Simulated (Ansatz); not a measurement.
Crystal: PbSe (Clausthalite).

```
CELL_PARAMETERS angstrom
0.00000 3.06065 3.06065
3.06065 0.00000 3.06065
3.06065 3.06065 0.00000
ATOMIC_POSITIONS crystal
Pb 0.00000 0.00000 0.00000
Se 0.50000 0.50000 0.50000
```

- Program: Ansatz 0.2.0
- Task: relaxation of cell and atoms
- Functional: BLYP
- Dispersion: D4
- Potentials or basis: Ansatz PAW
- Cutoff: 420 eV (not typed: the program's choice for these potentials)
- k mesh: 8 × 8 × 8
- Occupations: fermi-dirac, width 0.05 eV
- Spin: no spin polarisation

At the start: volume 28.67 Å³/atom.

Where does the relaxation end?

It ends after 9 steps and the volume is 31.71 Å³/atom (+10.6 %); space group Fm-3m (No. 225, to 0.05 Å).

The path:
| step | energy change (eV) | largest force (eV/Å) | volume (Å³) |
| --- | --- | --- | --- |
| 1 | 0.0000 | 0.0000 | 57.34 |
| 2 | -0.0137 | 0.0000 | 60.28 |
| 3 | -0.0428 | 0.0000 | 62.08 |
| 4 | -0.0633 | 0.0000 | 63.78 |
| 5 | -0.0647 | 0.0000 | 63.30 |
| 6 | -0.0648 | 0.0000 | 63.43 |
| 7 | -0.0656 | 0.0000 | 63.43 |
| 8 | -0.0656 | 0.0000 | 63.41 |
| 9 | -0.0656 | 0.0000 | 63.41 |

Final structure:
```cif
data_structure
_symmetry_space_group_name_H-M 'P 1'
_symmetry_Int_Tables_number 1
_cell_length_a 4.4761
_cell_length_b 4.4761
_cell_length_c 4.4761
_cell_angle_alpha 60.000
_cell_angle_beta 60.000
_cell_angle_gamma 60.000
_cell_volume 63.41
loop_
_atom_site_label
_atom_site_type_symbol
_atom_site_fract_x
_atom_site_fract_y
_atom_site_fract_z
_atom_site_occupancy
Pb1 Pb 0.00000 0.00000 0.00000 1
Se1 Se 0.50000 0.50000 0.50000 1
```

The cell as given is a measured one (28.67 Å³/atom); BLYP+D4 puts the equilibrium volume +10.6 % from it, thermal expansion not counted.

Caveat: the plane-wave basis is chosen anew once the cell has moved, so the energies of steps on either side of that aren't comparable; the volume moved by +11 % from the deposited cell, more than functionals usually miss; the PAW data sets come from PBE, with cores solved anew for the run's functional, which leaves a small shift of forces and pressure.
